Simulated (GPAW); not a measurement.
# Ge (Cmmm) in GPAW: convergence with k mesh

Aim: find how far k mesh must go before the results for Ge settle, at PBE. This setting moves, with any that are tied to it; all else stays.

Everything below comes from runs of GPAW 26.7.0. Logs are shortened: lines on timing, memory, paths and dates and some standing lists are left out, and cuts for length are marked. The log counts tension as positive stress, the text compression.

## (1) The crystal as given

It takes space group Cmmm (No. 65, orthorhombic). Conventional cell: a = 2.794 Å, b = 5.201 Å, c = 2.698 Å, α = 90.00°, β = 90.00°, γ = 90.00°. Ge (site symmetry mmm) has 8 Ge at 2.70 to 2.95 Å as nearest neighbours.

This isn't the form of Ge at room conditions, which is diamond.

## (2) With k mesh 3 × 3 × 2

run.py reads:

```python
from ase.dft.bandgap import bandgap
from ase.io import read, write
from ase.units import GPa
from gpaw import GPAW, PW

atoms = read('POSCAR')

calc = GPAW(mode=PW(600),
            xc='PBE',
            kpts={'size': (3, 3, 2), 'gamma': True},
            occupations={'name': 'fermi-dirac', 'width': 0.05},
            nbands=8,
            convergence={'density': 1e-05, 'energy': 1e-05},
            maxiter=100,
            txt='gpaw.txt')
atoms.calc = calc
energy = atoms.get_potential_energy()
forces = atoms.get_forces()
stress = atoms.get_stress()
calc.write('gs.gpw')
write('result.traj', atoms)
print(f'Energy: {energy:.6f} eV')
print('Forces (eV/A):')
print(forces.round(4))
print('Stress (GPa):', (stress / GPa).round(3))
print('Fermi level:', round(calc.get_fermi_level(), 4), 'eV')
print(f'Gap: {bandgap(calc)[0]:.4f} eV, direct: {bandgap(calc, direct=True)[0]:.4f} eV')
```

POSCAR reads:

```
Ge
1.0
    1.3971490000     -2.6005160000      0.0000000000
    1.3971490000      2.6005160000      0.0000000000
    0.0000000000      0.0000000000      2.6982310000
Ge
1
Direct
    0.5000000000      0.5000000000      0.0000000000
```

Potentials or basis: GPAW PAW data sets (gpaw-data 1.2.1), pw.

Run with:

```sh
$ OMP_NUM_THREADS=1 python run.py
```

gpaw.txt:

```text
__  _  _
 | _ |_)|_||  |
 |__||  | ||/\| - 26.7.0

Input parameters:
  mode=PW(ecut=600.0),
  convergence={'density': 1e-05, 'energy': 1e-05},
  kpts=MonkhorstPack(size=(3, 3, 2), gamma=True),
  maxiter=100,
  nbands=8,
  occupations=Occupations(name='fermi-dirac', width=0.05),
  xc=XC(name='PBE')

Diagonalizing LCAO Hamiltonian
Converting LCAO to pw mode

       Ge

Atoms  # Å, Bohr magnetons
|   | symbol |        x |        y |        z |    initial magnetic moments |
|---|--------|----------|----------|----------|-----------------------------|
| 0 |     Ge | 1.397149 | 0.000000 | 0.000000 | ( 0.0000,  0.0000,  0.0000) |

Unit cell  # Å
| periodic |        x |         y |        z |  lengths |     angles |
|----------|----------|-----------|----------|----------|------------|
|      yes | 1.397149 | -2.600516 | 0.000000 | 2.952069 |  90.000000 |
|      yes | 1.397149 |  2.600516 | 0.000000 | 2.952069 |  90.000000 |
|      yes | 0.000000 |  0.000000 | 2.698231 | 2.698231 | 123.505425 |

Number of symmetries: 8
Symmetry operations  # r_c * U_cc + t_c -> r_c
|   | kind |            matrix            |
|---|------|------------------------------|
| 0 |  E   |  1, 0, 0,  0, 1, 0,  0, 0, 1 |
| 1 |  σ   |  1, 0, 0,  0, 1, 0,  0, 0,-1 |
| 2 |  σ   |  0, 1, 0,  1, 0, 0,  0, 0, 1 |
| 3 |  C2  |  0, 1, 0,  1, 0, 0,  0, 0,-1 |
| 4 |  σ   |  0,-1, 0, -1, 0, 0,  0, 0, 1 |
| 5 |  C2  |  0,-1, 0, -1, 0, 0,  0, 0,-1 |
| 6 |  C2  | -1, 0, 0,  0,-1, 0,  0, 0, 1 |
| 7 |  i   | -1, 0, 0,  0,-1, 0,  0, 0,-1 |

BZ-sampling:
  Number of BZ points: 18
  Number of IBZ points: 8

  Monkhorst-Pack size: [3, 3, 2]
  Monkhorst-Pack shift: [0.0, 0.0, 0.25]

K-points  # in reciprocal-cell coordinates
|   |                                coordinates |     weight |
|---|--------------------------------------------|------------|
| 0 | (  0.00000000,   0.00000000,   0.00000000) | 0.05555556 |
| 1 | (  0.00000000,   0.00000000,   0.50000000) | 0.05555556 |
| 2 | (  0.33333333,  -0.33333333,   0.00000000) | 0.11111111 |
| 3 | (  0.33333333,  -0.33333333,   0.50000000) | 0.11111111 |
| 4 | (  0.33333333,   0.00000000,   0.00000000) | 0.22222222 |
| 5 | (  0.33333333,   0.00000000,   0.50000000) | 0.22222222 |
| 6 | (  0.33333333,   0.33333333,   0.00000000) | 0.11111111 |
| 7 | (  0.33333333,   0.33333333,   0.50000000) | 0.11111111 |

Plane wave coefficients: 666
Cutoff: 600.0 eV

Spin-components: 1 (collinear spins)
Bands:           8
Projectors:      5
Spin-degeneracy: 2
Datatype:        complex128

Parallelization:
  kpt:    1
  domain: 1
  band:   1

Density:
  Valence electrons: 4.0
  Components: 1
  Grid points: [18 18 16]
  Charge: 0.0  # |e|

Potential:
  Grid points: [18 18 16]

species:
  Ge:
    name:    Germanium
    Z:       32.0
    valence: 4
    core:    28
    charge:  0.0  # [|e|]
    compensation charges:
      type: gauss
      rc: 0.32  # [Å]
      lmax: 2
    cutoffs:
      filter: 1.77  # [Å]
      core: 3.42  # [Å]
    projectors
    | kind |    occ | energy [eV] | rcut [Å] |
    |------|--------|-------------|----------|
    |   4s |  2.000 |     -11.726 |    1.005 |
    |   4p |  2.000 |      -3.896 |    1.005 |
    |    s |        |      15.485 |    1.005 |
    |    p |        |      23.315 |    1.005 |
    |    d |        |       0.000 |    1.005 |

    Using partial waves for Ge as LCAO basis

Reference energy: -57097.637853  # eV

eigensolver:
  PPCG
  Converge bands: occupied
  niter=2

density mixing:
  MSR1-Mixer
  Pratt-step length: 0.05
  Maximum mixing coefficient: 0.75
  Old densities: 10
  SVD Regularization: 0.005
  Good broyden scale: 1.0
  Trust region scale: 1.0
  Backstep threshold: 4.0
  History deletion threshold: 6.0
  Fourier metric: weight=20.0, sigma=0.015

occupation numbers:
  Fermi-Dirac:
    width: 0.0500  # eV

poisson solver:
  ecut: 4800.0  # eV

xc functional:
  name: PBE with 2 nearest neighbor stencil

convergence criteria:
- Maximum integral of absolute [dens]ity change: 1e-05 electrons / valence electron
- Maximum [total energy] change in last 3 cyles: 1e-05 eV / valence electron
- Maximum integral of absolute [eigenst]ate change: 4e-08 eV^2 / valence electron
maximum number of iterations: 100

SCF iterations
|iter     | |      energy | eigst |  dens |
|---------|-|-------------|-------|-------|
|iter:   1| |   -4.781144 | -0.71 |       |
|iter:   2| |   -4.776476 | -3.14 | -1.14 |
|iter:   3| |   -4.739308 | -3.00 | -1.17 |
|iter:   4| |   -4.737300 | -3.97 | -1.80 |
|iter:   5| |   -4.737294 | -5.71 | -2.64 |
|iter:   6| |   -4.737295c| -7.04 | -3.30 |
|iter:   7| |   -4.737295c| -7.79c| -4.27 |
|iter:   8| |   -4.737295c| -9.08c| -5.33c|

Converged in 8 steps
Energy contributions relative to reference atoms: (reference = -57097.637853)

Energy contributions:
  Kinetic:           8.396350
  Coulomb:          -8.150168
  Zero:             -0.004882
  External:          0.000000
  Xc:               -4.974741
  Entropy:          -0.007705
  Spinorbit:         0.000000
  ----------------------------
  Free energy:      -4.741147
  Extrapolated:     -4.737295

dipole moment: (0.000087, 0.000000, -8.841904)  # |e|*Ang

Fermi level: 6.508
Eigenvalues  # (at kpt = [0.000, 0.000, 0.000])
| band index |      eig [eV] | occ [0-2] |
|------------|---------------|-----------|
|          0 |        -5.512 |     2.000 |
|          1 |        14.102 |     0.000 |
|          2 |        14.469 |     0.000 |
|          3 |        16.020 |     0.000 |
|          4 |        17.435 |     0.000 |
|          5 |        19.606 |     0.000 |
|          6 |        21.905 |     0.000 |
|          7 |        22.132 |     0.000 |

No gap
No difference between direct/indirect transitions

Forces  # eV/Ang
|       x |       y |       z |
|---------|---------|---------|
| 0.00000 | 0.00000 | 0.00000 |  # Ge   0

Stress tensor  # eV/Ang^3
|         x |         y |        z |
|-----------|-----------|----------|
| -0.106920 |  0.000000 | 0.000000 |
|  0.000000 | -0.063546 | 0.000000 |
|  0.000000 |  0.000000 | 0.162623 |

# Writing to gs.gpw (mode='')
```

stdout:

```text
Energy: -4.737295 eV
Forces (eV/A):
[[0. 0. 0.]]
Stress (GPa): [-17.13  -10.181  26.055   0.      0.      0.   ]
Fermi level: 6.5077 eV
Gap: 0.0000 eV, direct: 0.0000 eV
```

Wall time 1.5 s (1 thread of Intel Xeon 6975P-C (Granite Rapids), shared host); peak memory 0.12 GiB.

What came out:

```yaml
Free_energy: -4.7411 eV
Pressure: 0.4 GPa
Band_gap_on_the_k_mesh: none (metal or under the smearing width)
```

## (3) With k mesh 4 × 4 × 3

Edit run.py of step 2 so:

```diff
@@ -9,3 +9,3 @@
             xc='PBE',
-            kpts={'size': (3, 3, 2), 'gamma': True},
+            kpts={'size': (4, 4, 3), 'gamma': True},
             occupations={'name': 'fermi-dirac', 'width': 0.05},
```

POSCAR is that of step 2.

Potentials or basis: GPAW PAW data sets (gpaw-data 1.2.1), pw.

Run with:

```sh
$ OMP_NUM_THREADS=1 python run.py
```

Run time: 1.7 s. Hardware: 1 thread of Intel Xeon 6975P-C (Granite Rapids), shared host; peak memory 0.12 GiB.

What came out:

| Item | Value |
| --- | --- |
| Free energy | -3.9568 eV |
| Pressure | -2.3 GPa |
| Band gap on the k mesh | none (metal or under the smearing width) |

## (4) With k mesh 5 × 5 × 4

Edit run.py of step 3 so:

```diff
@@ -9,3 +9,3 @@
             xc='PBE',
-            kpts={'size': (4, 4, 3), 'gamma': True},
+            kpts={'size': (5, 5, 4), 'gamma': True},
             occupations={'name': 'fermi-dirac', 'width': 0.05},
```

POSCAR is that of step 3.

Run with:

```sh
$ OMP_NUM_THREADS=1 python run.py
```

Wall time 2.3 s (1 thread of Intel Xeon 6975P-C (Granite Rapids), shared host); peak memory 0.12 GiB.

Results:

| Property | Result |
| --- | --- |
| Free energy | -4.1792 eV |
| Pressure | 2.6 GPa |
| Band gap on the k mesh | none (metal or under the smearing width) |

## (5) With k mesh 6 × 6 × 5

Edit run.py of step 4 so:

```diff
@@ -9,3 +9,3 @@
             xc='PBE',
-            kpts={'size': (5, 5, 4), 'gamma': True},
+            kpts={'size': (6, 6, 5), 'gamma': True},
             occupations={'name': 'fermi-dirac', 'width': 0.05},
```

POSCAR is that of step 4.

Run with:

```sh
$ OMP_NUM_THREADS=1 python run.py
```

Run time: 2.8 s. Hardware: 1 thread of Intel Xeon 6975P-C (Granite Rapids), shared host; peak memory 0.13 GiB.

The run converged. Its results:

- Free energy: -4.2647 eV
- Pressure: 0.9 GPa
- Band gap on the k mesh: none (metal or under the smearing width)

## (6) With k mesh 7 × 7 × 6

Edit run.py of step 5 so:

```diff
@@ -9,3 +9,3 @@
             xc='PBE',
-            kpts={'size': (6, 6, 5), 'gamma': True},
+            kpts={'size': (7, 7, 6), 'gamma': True},
             occupations={'name': 'fermi-dirac', 'width': 0.05},
```

POSCAR is that of step 5.

Potentials or basis: GPAW PAW data sets (gpaw-data 1.2.1), pw.

Run with:

```sh
$ OMP_NUM_THREADS=1 python run.py
```

Run time: 3.8 s. Hardware: 1 thread of Intel Xeon 6975P-C (Granite Rapids), shared host; peak memory 0.13 GiB.

It converged, with:

| Quantity | Value |
| --- | --- |
| Free energy | -4.3216 eV |
| Pressure | -2.1 GPa |
| Band gap on the k mesh | none (metal or under the smearing width) |

## (7) With k mesh 8 × 8 × 7

Edit run.py of step 6 so:

```diff
@@ -9,3 +9,3 @@
             xc='PBE',
-            kpts={'size': (7, 7, 6), 'gamma': True},
+            kpts={'size': (8, 8, 7), 'gamma': True},
             occupations={'name': 'fermi-dirac', 'width': 0.05},
```

POSCAR is that of step 6.

Run with:

```sh
$ OMP_NUM_THREADS=1 python run.py
```

Wall time 4.7 s (1 thread of Intel Xeon 6975P-C (Granite Rapids), shared host); peak memory 0.14 GiB.

It converged, with:

* Free energy: -4.2700 eV
* Pressure: -0.9 GPa
* Band gap on the k mesh: none (metal or under the smearing width)

## (8) With k mesh 10 × 10 × 9

Edit run.py of step 7 so:

```diff
@@ -9,3 +9,3 @@
             xc='PBE',
-            kpts={'size': (8, 8, 7), 'gamma': True},
+            kpts={'size': (10, 10, 9), 'gamma': True},
             occupations={'name': 'fermi-dirac', 'width': 0.05},
```

POSCAR is that of step 7.

Run with:

```sh
$ OMP_NUM_THREADS=1 python run.py
```

Wall time 7.7 s (1 thread of Intel Xeon 6975P-C (Granite Rapids), shared host); peak memory 0.15 GiB.

It converged, with:

* Free energy: -4.2909 eV
* Pressure: -0.6 GPa
* Band gap on the k mesh: none (metal or under the smearing width)

## (9) With k mesh 12 × 12 × 11

Edit run.py of step 8 so:

```diff
@@ -9,3 +9,3 @@
             xc='PBE',
-            kpts={'size': (10, 10, 9), 'gamma': True},
+            kpts={'size': (12, 12, 11), 'gamma': True},
             occupations={'name': 'fermi-dirac', 'width': 0.05},
```

POSCAR is that of step 8.

Potentials or basis: GPAW PAW data sets (gpaw-data 1.2.1), pw.

Run with:

```sh
$ OMP_NUM_THREADS=1 python run.py
```

Wall time 12 s (1 thread of Intel Xeon 6975P-C (Granite Rapids), shared host); peak memory 0.17 GiB.

Results (log left out):

| Item | Value |
| --- | --- |
| Free energy | -4.2748 eV |
| Pressure | -1.0 GPa |
| Band gap on the k mesh | none (metal or under the smearing width) |

## (10) With k mesh 14 × 14 × 13

Edit run.py of step 9 so:

```diff
@@ -9,3 +9,3 @@
             xc='PBE',
-            kpts={'size': (12, 12, 11), 'gamma': True},
+            kpts={'size': (14, 14, 13), 'gamma': True},
             occupations={'name': 'fermi-dirac', 'width': 0.05},
```

POSCAR is that of step 9.

Run with:

```sh
$ OMP_NUM_THREADS=1 python run.py
```

Wall time 18 s (1 thread of Intel Xeon 6975P-C (Granite Rapids), shared host); peak memory 0.2 GiB.

Results (log left out):

* Free energy: -4.2772 eV
* Pressure: -0.9 GPa
* Band gap on the k mesh: none (metal or under the smearing width)

## (11) Result

| k mesh | energy less the tightest run, at zero smearing (meV/atom) | pressure (GPa) | SCF cycles | CPU time (s) | peak memory (GiB) |
| --- | --- | --- | --- | --- | --- |
| 3 × 3 × 2 | -462.12 | 0.42 | 8 | 1.5 | 0.12 |
| 4 × 4 × 3 | 319.85 | -2.29 | 8 | 1.7 | 0.12 |
| 5 × 5 × 4 | 99.89 | 2.55 | 8 | 2.3 | 0.12 |
| 6 × 6 × 5 | 13.74 | 0.90 | 8 | 2.8 | 0.13 |
| 7 × 7 × 6 | -44.75 | -2.15 | 8 | 3.8 | 0.13 |
| 8 × 8 × 7 | 8.10 | -0.89 | 8 | 4.7 | 0.14 |
| 10 × 10 × 9 | -14.49 | -0.64 | 8 | 7.7 | 0.15 |
| 12 × 12 × 11 | 2.46 | -0.99 | 8 | 12 | 0.17 |
| 14 × 14 × 13 | 0.00 | -0.92 | 8 | 18 | 0.2 |

Against the tightest run, the pressure stays within 0.1 GPa from 12 × 12 × 11 on. Not settled before the last step: the energy (to 1 meV/atom). Meshes of other sizes hit other points, so gaps and Fermi surfaces needn't settle smoothly. The tightest run that finished is the yardstick and may itself not be fully converged.
